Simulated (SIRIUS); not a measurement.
# Mn3Si (Fm-3m) in SIRIUS: reference runs

Aim: a first look at Mn3Si with PBEsol, on the cell as given.

All numbers are computed with SIRIUS 7.12.0; they aren't measurements. Logs are shortened: lines on timing, memory, paths and dates and some standing lists are left out, and cuts for length are marked. The log counts tension as positive stress, the text compression.

## 1. Starting point

Symmetry: Fm-3m, No. 225, cubic system. Conventional cell: a = 5.722 Å, b = 5.722 Å, c = 5.722 Å, α = 90.00°, β = 90.00°, γ = 90.00°. Mn (site symmetry -43m) has 4 Mn at 2.48 Å and 4 Si at 2.48 Å as nearest neighbours. Mn (site symmetry m-3m) is surrounded by 8 Mn at 2.48 Å. Si (site symmetry m-3m) is surrounded by 8 Mn at 2.48 Å.

## 2. Single point, PBEsol, collinear spin, ferromagnetic start

Contents of sirius.json:

```json
{
  "control": {
    "processing_unit": "cpu",
    "std_evp_solver_name": "lapack",
    "gen_evp_solver_name": "lapack",
    "verbosity": 2,
    "print_forces": true,
    "ortho_rf": true,
    "use_second_variation": true,
    "rmt_max": 3.0,
    "num_bands_to_print": 24,
    "save_wf": true
  },
  "parameters": {
    "electronic_structure_method": "full_potential_lapwlo",
    "xc_functionals": ["XC_GGA_X_PBE_SOL", "XC_GGA_C_PBE_SOL"],
    "core_relativity": "dirac",
    "valence_relativity": "iora",
    "num_fv_states": 50,
    "smearing": "fermi_dirac",
    "smearing_width": 0.0018374661,
    "pw_cutoff": 20,
    "gk_cutoff": 3.91,
    "lmax_apw": 10,
    "lmax_rho": 8,
    "lmax_pot": 8,
    "num_mag_dims": 1,
    "auto_rmt": 0,
    "ngridk": [8, 8, 8],
    "shiftk": [0, 0, 0],
    "num_dft_iter": 80,
    "energy_tol": 1e-07,
    "density_tol": 1e-05,
    "use_symmetry": true
  },
  "settings": {"tol_ne": 1e-10},
  "iterative_solver": {"type": "exact"},
  "mixer": {"type": "anderson", "beta": 0.4, "max_history": 8},
  "unit_cell": {
    "lattice_vectors": [[0.0, 5.4065064426, 5.4065064426], [5.4065064426, 0.0, 5.4065064426], [5.4065064426, 5.4065064426, 0.0]],
    "atom_types": ["Mn", "Si"],
    "atom_files": {"Mn": "Mn.json", "Si": "Si.json"},
    "atoms": {
      "Mn": [[0.75, 0.75, 0.75, 0.0, 0.0, 4.0], [0.25, 0.25, 0.25, 0.0, 0.0, 4.0], [0.5, 0.5, 0.5, 0.0, 0.0, 4.0]],
      "Si": [[0.0, 0.0, 0.0, 0.0, 0.0, 0.0]]
    }
  }
}
```

Contents of Mn.json:

```json
{
  "name": "manganese",
  "symbol": "Mn",
  "number": 25,
  "mass": 54.938045,
  "rmin": 1e-06,
  "rmt": 2.25,
  "nrmt": 800,
  "rinf": 15.98,
  "core": "1s2s2p",
  "valence": [
    {"basis": [{"enu": 0.17, "dme": 0, "n": 0, "auto": 0}, {"enu": 0.17, "dme": 1, "n": 0, "auto": 0}]},
    {"l": 0, "n": 1, "basis": [{"enu": 0.27, "dme": 0, "n": 0, "auto": 0}]},
    {"l": 1, "n": 2, "basis": [{"enu": 0.27, "dme": 0, "n": 0, "auto": 0}]},
    {"l": 2, "n": 3, "basis": [{"enu": 0.27, "dme": 0, "n": 0, "auto": 0}]},
    {"l": 3, "n": 4, "basis": [{"enu": 0.27, "dme": 0, "n": 0, "auto": 0}]}
  ],
  "lo": [
    {"l": 0, "basis": [{"enu": 0.27, "dme": 0, "n": 0, "auto": 0}, {"enu": 0.27, "dme": 1, "n": 0, "auto": 0}]},
    {
      "l": 0,
      "basis": [{"enu": -2.669, "dme": 0, "n": 3, "auto": 1}, {"enu": -2.669, "dme": 1, "n": 3, "auto": 1}]
    },
    {"l": 0, "basis": [{"enu": -2.669, "dme": 1, "n": 3, "auto": 1}, {"enu": 0.27, "dme": 0, "n": 0, "auto": 0}]},
    {"l": 0, "basis": [{"enu": 0.27, "dme": 0, "n": 0, "auto": 0}, {"enu": 3.4305, "dme": 0, "n": 0, "auto": 0}]},
    {"l": 1, "basis": [{"enu": 0.27, "dme": 0, "n": 0, "auto": 0}, {"enu": 0.27, "dme": 1, "n": 0, "auto": 0}]},
    {
      "l": 1,
      "basis": [{"enu": -1.5372, "dme": 0, "n": 3, "auto": 1}, {"enu": -1.5372, "dme": 1, "n": 3, "auto": 1}]
    },
    {
      "l": 1,
      "basis": [{"enu": -1.5372, "dme": 1, "n": 3, "auto": 1}, {"enu": 0.27, "dme": 0, "n": 0, "auto": 0}]
    },
    {"l": 1, "basis": [{"enu": 0.27, "dme": 0, "n": 0, "auto": 0}, {"enu": 3.9046, "dme": 0, "n": 0, "auto": 0}]},
    {"l": 2, "basis": [{"enu": 0.27, "dme": 0, "n": 0, "auto": 0}, {"enu": 0.27, "dme": 1, "n": 0, "auto": 0}]},
    {"l": 2, "basis": [{"enu": 0.27, "dme": 1, "n": 0, "auto": 0}, {"enu": 0.27, "dme": 2, "n": 0, "auto": 0}]},
    {"l": 2, "basis": [{"enu": 0.27, "dme": 0, "n": 0, "auto": 0}, {"enu": 3.3515, "dme": 0, "n": 0, "auto": 0}]},
    {"l": 3, "basis": [{"enu": 0.27, "dme": 0, "n": 0, "auto": 0}, {"enu": 0.27, "dme": 1, "n": 0, "auto": 0}]},
    {"l": 3, "basis": [{"enu": 0.27, "dme": 0, "n": 0, "auto": 0}, {"enu": 3.707, "dme": 0, "n": 0, "auto": 0}]}
  ],
  "free_atom": [... radial grid and density of the free atom, the start of the SCF ...]
}
```

Contents of Si.json:

```json
{
  "name": "silicon",
  "symbol": "Si",
  "number": 14,
  "mass": 28.0855,
  "rmin": 1e-06,
  "rmt": 2.16,
  "nrmt": 800,
  "rinf": 17.42,
  "core": "1s",
  "valence": [
    {"basis": [{"enu": 0.17, "dme": 0, "n": 0, "auto": 0}, {"enu": 0.17, "dme": 1, "n": 0, "auto": 0}]},
    {"l": 0, "n": 1, "basis": [{"enu": 0.1967, "dme": 0, "n": 0, "auto": 0}]},
    {"l": 1, "n": 2, "basis": [{"enu": 0.27, "dme": 0, "n": 0, "auto": 0}]},
    {"l": 2, "n": 3, "basis": [{"enu": 0.27, "dme": 0, "n": 0, "auto": 0}]},
    {"l": 3, "n": 4, "basis": [{"enu": 0.27, "dme": 0, "n": 0, "auto": 0}]}
  ],
  "lo": [
    {
      "l": 0,
      "basis": [{"enu": 0.1967, "dme": 0, "n": 0, "auto": 0}, {"enu": 0.1967, "dme": 1, "n": 0, "auto": 0}]
    },
    {
      "l": 0,
      "basis": [{"enu": -4.6707, "dme": 0, "n": 2, "auto": 1}, {"enu": -4.6707, "dme": 1, "n": 2, "auto": 1}]
    },
    {
      "l": 0,
      "basis": [{"enu": -4.6707, "dme": 1, "n": 2, "auto": 1}, {"enu": 0.1967, "dme": 0, "n": 0, "auto": 0}]
    },
    {
      "l": 0,
      "basis": [{"enu": 0.1967, "dme": 0, "n": 0, "auto": 0}, {"enu": 3.6261, "dme": 0, "n": 0, "auto": 0}]
    },
    {"l": 1, "basis": [{"enu": 0.27, "dme": 0, "n": 0, "auto": 0}, {"enu": 0.27, "dme": 1, "n": 0, "auto": 0}]},
    {
      "l": 1,
      "basis": [{"enu": -3.0898, "dme": 0, "n": 2, "auto": 1}, {"enu": -3.0898, "dme": 1, "n": 2, "auto": 1}]
    },
    {
      "l": 1,
      "basis": [{"enu": -3.0898, "dme": 1, "n": 2, "auto": 1}, {"enu": 0.27, "dme": 0, "n": 0, "auto": 0}]
    },
    {"l": 1, "basis": [{"enu": 0.27, "dme": 0, "n": 0, "auto": 0}, {"enu": 4.2138, "dme": 0, "n": 0, "auto": 0}]},
    {"l": 2, "basis": [{"enu": 0.27, "dme": 0, "n": 0, "auto": 0}, {"enu": 0.27, "dme": 1, "n": 0, "auto": 0}]},
    {"l": 2, "basis": [{"enu": 0.27, "dme": 1, "n": 0, "auto": 0}, {"enu": 0.27, "dme": 2, "n": 0, "auto": 0}]},
    {"l": 2, "basis": [{"enu": 0.27, "dme": 0, "n": 0, "auto": 0}, {"enu": 3.6136, "dme": 0, "n": 0, "auto": 0}]},
    {"l": 3, "basis": [{"enu": 0.27, "dme": 0, "n": 0, "auto": 0}, {"enu": 0.27, "dme": 1, "n": 0, "auto": 0}]}
  ],
  "free_atom": [... radial grid and density of the free atom, the start of the SCF ...]
}
```

Contents of sirius_start.json:

```json
{
  "control": {
    "processing_unit": "cpu",
    "std_evp_solver_name": "lapack",
    "gen_evp_solver_name": "lapack",
    "verbosity": 1,
    "print_forces": false,
    "ortho_rf": true,
    "use_second_variation": true,
    "rmt_max": 3.0,
    "num_bands_to_print": 24,
    "save_wf": false
  },
  "parameters": {
    "electronic_structure_method": "full_potential_lapwlo",
    "xc_functionals": ["XC_LDA_X", "XC_LDA_C_PW"],
    "core_relativity": "dirac",
    "valence_relativity": "iora",
    "num_fv_states": 50,
    "smearing": "fermi_dirac",
    "smearing_width": 0.0055123983,
    "pw_cutoff": 20,
    "gk_cutoff": 3.13,
    "lmax_apw": 10,
    "lmax_rho": 8,
    "lmax_pot": 8,
    "num_mag_dims": 1,
    "auto_rmt": 0,
    "ngridk": [3, 3, 3],
    "shiftk": [0, 0, 0],
    "num_dft_iter": 30,
    "energy_tol": 0.01,
    "density_tol": 0.05,
    "use_symmetry": true
  },
  "settings": {"tol_ne": 1e-10},
  "iterative_solver": {"type": "exact"},
  "mixer": {"type": "anderson", "beta": 0.4, "max_history": 8},
  "unit_cell": {
    "lattice_vectors": [[0.0, 5.4065064426, 5.4065064426], [5.4065064426, 0.0, 5.4065064426], [5.4065064426, 5.4065064426, 0.0]],
    "atom_types": ["Mn", "Si"],
    "atom_files": {"Mn": "Mn.json", "Si": "Si.json"},
    "atoms": {
      "Mn": [[0.75, 0.75, 0.75, 0.0, 0.0, 4.0], [0.25, 0.25, 0.25, 0.0, 0.0, 4.0], [0.5, 0.5, 0.5, 0.0, 0.0, 4.0]],
      "Si": [[0.0, 0.0, 0.0, 0.0, 0.0, 0.0]]
    }
  }
}
```

Potentials or basis: all-electron FP-LAPW, apw+lo standard.

The run is started by

```sh
$ OMP_NUM_THREADS=2 sirius.scf --input=sirius_start.json --output=start.json
$ OMP_NUM_THREADS=2 sirius.scf --input=sirius.json --output=output.json --task=1
```

The log of the run:

```text
[info] SIRIUS version : 7.12.0
[info] number of MPI ranks           : 1
[info] MPI grid                      : 1 1
[info] maximum number of OMP threads : 2
[fft] FFT context for density and potential
[fft] =====================================
[fft]   plane wave cutoff                     : 20
[fft]   grid size                             : 54 54 54   total : 157464
[fft]   grid limits                           : -26 27   -26 27   -26 27
[fft]   number of G-vectors within the cutoff : 42735
[fft]   number of G-shells                    : 1130
[fft] FFT context for coarse grid
[fft] =====================================
[fft]   plane wave cutoff                     : 7.82
[fft]   grid size                             : 24 24 24   total : 13824
[fft]   grid limits                           : -11 12   -11 12   -11 12
[fft]   number of G-vectors within the cutoff : 2637
[fft]   number of G-shells                    : 96
[unit cell] lattice vectors
[unit cell]   a1 :       0.0000000000      5.4065064426      5.4065064426
[unit cell]   a2 :       5.4065064426      0.0000000000      5.4065064426
[unit cell]   a3 :       5.4065064426      5.4065064426      0.0000000000
[unit cell] reciprocal lattice vectors
[unit cell]   b1 :      -0.5810762804      0.5810762804      0.5810762804
[unit cell]   b2 :       0.5810762804     -0.5810762804      0.5810762804
[unit cell]   b3 :       0.5810762804      0.5810762804     -0.5810762804
[unit cell] unit cell volume :       316.06773936 [a.u.^3]
[unit cell] 1/sqrt(omega)    :         0.05624837
[unit cell] MT volume        :       185.35216957 (58.64%)
[unit cell] IT volume        :       130.71556979 (41.36%)
[unit cell] number of atom types : 2
[unit cell] type id : 0 symbol : Mn mt_radius :   2.250000 num_atoms : 3
[unit cell] type id : 1 symbol : Si mt_radius :   2.160000 num_atoms : 1
[unit cell] total number of atoms : 4
[unit cell] number of symmetry classes : 3
[unit cell] atom id  type id  class id             position                      vector_field
[unit cell] ------------------------------------------------------------------------------------------
[unit cell]      0        0        0      0.75000   0.75000   0.75000      0.00000   0.00000   4.00000
[unit cell]      1        0        0      0.25000   0.25000   0.25000      0.00000   0.00000   4.00000
[... 412 lines left out ...]
[generate_core_charge_density]   n,l,k : 2 1 1  energy :         -22.76584145
[generate_core_charge_density]   n,l,k : 2 1 2  energy :         -22.38308792
[generate_core_charge_density] atom class : 1
[generate_core_charge_density]   n,l,k : 1 0 1  energy :        -235.46810062
[... 71 lines left out ...]
[find] valence_eval_sum               :     -60.08304198
[find] core_eval_sum                  :   -2107.74991683
[find] kinetic energy                 :    3805.02214379
[find] enuc                           :   -4520.71942462
[find] <rho|V^{XC}>                   :    -227.48369725
[find] <rho|E^{XC}>                   :    -173.81439045
[find] <mag|B^{XC}>                   :      -0.00000000
[find] <rho|V^{H}>                    :   -5745.37140534
[find] smearing (-TS)                 :      -0.00216803
[find] SCF correction                 :       0.00000041
[find] Total energy                   :   -3762.19737355 (Ha),   -7524.39474709 (Ry)
[find] Free energy (E-TS)             :   -3762.19954157 (Ha),   -7524.39908315 (Ry)
[find] band gap (eV)                  :       0.00000000
[find] Efermi                         :       0.37414839
[find] iteration : 18, RMS (target) : 9.3766e-06 (1.0000e-05) , energy difference (target) : 2.3552e-08 (1.0000e-07)
[find] converged after 19 SCF iterations!
[find] Charges and magnetic moments
[find] --------------------------------------------------------------------------------
[find] atom      charge    core leakage                 moment                |moment|
[find] --------------------------------------------------------------------------------
[find]    0   23.749508    2.698634e-11  [  0.00000,   0.00000,   0.00003]    0.000028
[find]    1   23.749508    2.698634e-11  [  0.00000,   0.00000,   0.00003]    0.000028
[find]    2   23.674966    2.668498e-11  [  0.00000,   0.00000,  -0.00001]    0.000011
[find]    3   12.199607    0.000000e+00  [  0.00000,   0.00000,  -0.00000]    0.000001
[find] total core leakage    : 8.06576566e-11
[find] interstitial charge   : 5.626409
[find] interstitial moment   : [  0.00000,   0.00000,  -0.00000], magnitude : 0.000001
[find] total charge          : 88.999998
[find] total moment          : [  0.00000,   0.00000,   0.00004], magnitude : 0.000043
[find] Energy
[find] --------------------------------------------------------------------------------
[find] valence_eval_sum               :     -60.08304198
[find] core_eval_sum                  :   -2107.74991683
[find] kinetic energy                 :    3805.02214379
[find] enuc                           :   -4520.71942462
[find] <rho|V^{XC}>                   :    -227.48369725
[find] <rho|E^{XC}>                   :    -173.81439045
[find] <mag|B^{XC}>                   :      -0.00000000
[find] <rho|V^{H}>                    :   -5745.37140534
[find] smearing (-TS)                 :      -0.00216803
[find] SCF correction                 :       0.00000041
[find] Total energy                   :   -3762.19737355 (Ha),   -7524.39474709 (Ry)
[find] Free energy (E-TS)             :   -3762.19954157 (Ha),   -7524.39908315 (Ry)
[find] band gap (eV)                  :       0.00000000
[find] Efermi                         :       0.37414839
[ground_state]
[ground_state] ==== total Forces in Ha/bohr =====
[ground_state] atom:    0, force:       0.0000000     -0.0000000     -0.0000000
[ground_state] atom:    1, force:       0.0000000      0.0000000      0.0000000
[ground_state] atom:    2, force:       0.0000000      0.0000000      0.0000000
[ground_state] atom:    3, force:       0.0000000      0.0000000      0.0000000
[ground_state] ==== contribution from density =====
[ground_state] atom:    0, force:       0.0000000      0.0000000     -0.0000000
[ground_state] atom:    1, force:       0.0000000      0.0000000      0.0000000
[ground_state] atom:    2, force:       0.0000000      0.0000000      0.0000000
[ground_state] atom:    3, force:       0.0000000      0.0000000      0.0000000
[ground_state] ==== contribution from Hartree potential =====
[ground_state] atom:    0, force:       0.0000000      0.0000000      0.0000000
[ground_state] atom:    1, force:       0.0000000     -0.0000000      0.0000000
[ground_state] atom:    2, force:       0.0000000      0.0000000      0.0000000
[ground_state] atom:    3, force:       0.0000000      0.0000000      0.0000000
[ground_state] ==== contribution from IBS =====
[ground_state] atom:    0, force:       0.0000000     -0.0000000     -0.0000000
[ground_state] atom:    1, force:       0.0000000      0.0000000      0.0000000
[ground_state] atom:    2, force:       0.0000000      0.0000000      0.0000000
[ground_state] atom:    3, force:       0.0000000      0.0000000      0.0000000
```

It took 3.1 min on 2 threads of Intel Xeon 6975P-C (Granite Rapids), shared host; peak memory 0.92 GiB.

Results:

```
Free energy                                       : -102374.6649 eV
Band gap on the k mesh                            : none (metal or under the smearing width)
All electrons inside the program's atomic spheres : Mn 23.75, 23.67; Si 12.20 (radii Mn 2.25, Si 2.16 bohr)
```

Levels at points of the mesh, in eV from the Fermi level:
Spin up:
| k point | band 26 | band 27 | band 28 | band 29 | band 30 | band 31 |
| --- | --- | --- | --- | --- | --- | --- |
| (0.00, 0.00, 0.00) | 0.31 | 0.31 | 0.31 | 0.45 | 0.45 | 0.96 |
| (0.50, 0.00, 0.00) | -0.88 | -0.87 | -0.87 | 0.34 | 0.34 | 0.52 |
| (0.50, 0.50, 0.00) | -1.20 | -0.54 | -0.54 | 0.02 | 0.28 | 0.33 |
Spin down:
| k point | band 24 | band 25 | band 26 | band 27 | band 28 | band 29 | band 30 | band 31 | band 32 | band 33 |
| --- | --- | --- | --- | --- | --- | --- | --- | --- | --- | --- |
| (0.00, 0.00, 0.00) | -2.11 | -2.11 | 0.31 | 0.31 | 0.31 | 0.45 | 0.45 | 0.96 | 0.96 | 3.48 |
| (0.50, 0.00, 0.00) | -1.77 | -1.77 | -0.88 | -0.87 | -0.87 | 0.34 | 0.34 | 0.52 | 0.52 | 0.83 |
| (0.50, 0.50, 0.00) | -2.22 | -1.90 | -1.20 | -0.54 | -0.54 | 0.02 | 0.28 | 0.33 | 0.81 | 0.81 |

Caveat: the starting moments collapsed, and a magnetic state may lie lower.
